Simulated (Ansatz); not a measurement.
Point defect: H interstitial in GaP

Level of theory: DFT PBE, scalar-relativistic, plane waves, PAW (Ansatz). Run with 420 eV cutoff, 1×1×1 k-mesh, Gaussian smearing of 0.01 eV, collinear spin in charge 0 alone.

Host crystal, relaxed:

```yaml
crystal:
  lattice:
    - [0.00000, 2.75256, 2.75256]
    - [2.75256, 0.00000, 2.75256]
    - [2.75256, 2.75256, 0.00000]
  atoms:
    - { symbol: Ga, position: [0.00000, 0.00000, 0.00000] }
    - { symbol: P, position: [0.25000, 0.25000, 0.25000] }
```

Supercell of 32 atoms, rows in host cell vectors: -1 -1 3; -1 -1 -1; 3 -1 -1. Atoms relax at the host's cell, keeping the symmetry that the supercell leaves at the site. The cell is small, so energies carry finite-size errors of tenths of an eV. The zone centre alone is far too coarse a mesh for this cell, so the numbers show that error and aren't the defect's converged properties. The host's Kohn–Sham gap is 1.58 eV.

Defect: H interstitial, charge 0.

Command:

```bash
ansatz run input.yaml --threads 4 --pin off --max-ram 8192MiB --backend cpu --events-out ev --progress --plain --runs-dir out
```

The input:

```yaml
crystal:
  lattice:
    - [5.5051169748, 5.5051169748, -5.5051169748]
    - [-5.5051169748, -5.5051169748, -5.5051169748]
    - [-5.5051169748, 5.5051169748, 5.5051169748]
  atoms:
    - { symbol: Ga, position: [0.25, 0.5, 0.25], spin: 0.091 }
    - { symbol: Ga, position: [0.5, 0.25, 0.25] }
    - { symbol: Ga, position: [0.75, 0.0, 0.25] }
    - { symbol: Ga, position: [0.75, 0.5, 0.75], spin: 0.091 }
    - { symbol: Ga, position: [0.0, 0.5, 0.5] }
    - { symbol: Ga, position: [0.25, 0.25, 0.5] }
    - { symbol: Ga, position: [0.5, 0.0, 0.5] }
    - { symbol: Ga, position: [0.75, 0.75, 0.5] }
    - { symbol: Ga, position: [1.0, 0.75, 0.25], spin: 0.091 }
    - { symbol: Ga, position: [0.5, 0.5, 0.0] }
    - { symbol: Ga, position: [0.75, 0.25, 0.0], spin: 0.091 }
    - { symbol: Ga, position: [0.0, 0.25, 0.75], spin: 0.091 }
    - { symbol: Ga, position: [0.25, 1.0, 0.75] }
    - { symbol: Ga, position: [0.5, 0.75, 0.75] }
    - { symbol: Ga, position: [0.0, 0.0, 0.0] }
    - { symbol: Ga, position: [0.25, 0.75, 0.0], spin: 0.091 }
    - { symbol: P, position: [0.25, 0.5, 0.0], spin: 0.091 }
    - { symbol: P, position: [0.5, 0.25, 0.0] }
    - { symbol: P, position: [0.75, 0.0, 0.0] }
    - { symbol: P, position: [0.75, 0.5, 0.5] }
    - { symbol: P, position: [0.0, 0.5, 0.25], spin: 0.091 }
    - { symbol: P, position: [0.25, 0.25, 0.25] }
    - { symbol: P, position: [0.5, 0.0, 0.25] }
    - { symbol: P, position: [0.75, 0.75, 0.25] }
    - { symbol: P, position: [0.0, 0.75, 0.0], spin: 0.091 }
    - { symbol: P, position: [0.5, 0.5, 0.75] }
    - { symbol: P, position: [0.75, 0.25, 0.75], spin: 0.091 }
    - { symbol: P, position: [0.0, 0.25, 0.5] }
    - { symbol: P, position: [0.25, 0.0, 0.5] }
    - { symbol: P, position: [0.5, 0.75, 0.5] }
    - { symbol: P, position: [0.0, 0.0, 0.75] }
    - { symbol: P, position: [0.25, 0.75, 0.75] }
    - { symbol: H, position: [0.0, 0.5, 0.0], spin: 0.091 }
  host:
    lattice:
      - [0.0, 2.7525584874, 2.7525584874]
      - [2.7525584874, 0.0, 2.7525584874]
      - [2.7525584874, 2.7525584874, 0.0]
    atoms:
      - { symbol: Ga, position: [0.0, 0.0, 0.0] }
      - { symbol: P, position: [0.25, 0.25, 0.25] }
basis:
  ecutwfc: 420
  xc_grid: 2
kpoints:
  mp_grid: { grid: [1, 1, 1], shift: [0.0, 0.0, 0.0] }
hamiltonian:
  xc: pbe
scf:
  occupations: { method: gaussian, width: 0.01 }
output:
  forces: true
  stress: false
  eigenvalues: true
  populations: true
  charged_corrections:
    defect_position: [0.0, 0.5, 0.0]
    epsilon: [[12.8535, 0.0, 0.0], [0.0, 12.8535, 0.0], [0.0, 0.0, 12.8535]]
magnetization:
  spin_polarized: true
relax:
  adjacent_minimum: "off"
  f_tol: 0.025
  max_steps: 45
```

From the output:

```
Warning: RAYON_NUM_THREADS=4 ignored (pool sized by the plan → 4); use --threads N
Crystal: 33 atoms, lattice volume = 667.359 Å³
Basis set: ecut = 420 eV, 13067 PW (Γ), exchange–correlation on 128×128×128 points (8 copies of the dense FFT grid, shifted against one another)
Bands: 179, of which v1, the nominal top of the filled ones, is band 145 counted from 1 (144 counted from 0)
Symmetry: 24 space group operations
Space group: I-43m (ITA 217), of the structure as read, at distance tolerance 8.7e-5 Å
k-points: 1
relax step   1: F+E_penalty+E_count = -72643.07295481 eV  Δ(F+E_penalty+E_count) = +0.000e0 eV  max|allowed force component| = 1.398e-1 eV/Å  Δτ_max = 0.0000 Å
relax step   2: F+E_penalty+E_count = -72643.09165885 eV  Δ(F+E_penalty+E_count) = -1.870e-2 eV  max|allowed force component| = 3.620e-2 eV/Å  Δτ_max = 0.0232 Å
relax step   3: F+E_penalty+E_count = -72643.09315412 eV  Δ(F+E_penalty+E_count) = -1.495e-3 eV  max|allowed force component| = 5.677e-3 eV/Å  Δτ_max = 0.0043 Å
SCF converged after 6 iterations
Free energy (F): -72643.093154 eV
E sigma→0 (E₀):  -72643.093154 eV
Fermi energy:    7.044845 eV
```

The relaxation gained 0.02 eV in 3 steps. The run took 17 s on 4 threads of Arm Neoverse V2 (shared host), peak memory 1 GiB.